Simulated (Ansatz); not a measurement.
**Co (bcc): energy against volume**

Method: DFT, RPBE, plane waves (420 eV) with PAW, scalar-relativistic in Ansatz 0.2.0. (PAW data from PBE, frozen cores regenerated.)

The cell is scaled uniformly from the relaxed one, with fractional coordinates and shape fixed. Energies are extrapolated to zero smearing, pressures are those at the given smearing. Magnetic state: ferromagnetic.

A Birch-Murnaghan fit gives V₀ = 11.41 Å³/atom, B₀ = 187 GPa, B₀′ = 5.1.

Problem. What are the energy above the minimum and the pressure at 10.077 Å³/atom?

Solution. 117.7 meV/atom and 31.70 GPa as computed.

Problem. What are the energy above the minimum and the pressure at 11.909 Å³/atom?

Solution. 11.7 meV/atom and -7.08 GPa as computed.

Problem. What are the energy above the minimum and the pressure at 12.367 Å³/atom?

Solution. 39.6 meV/atom and -12.21 GPa as computed.
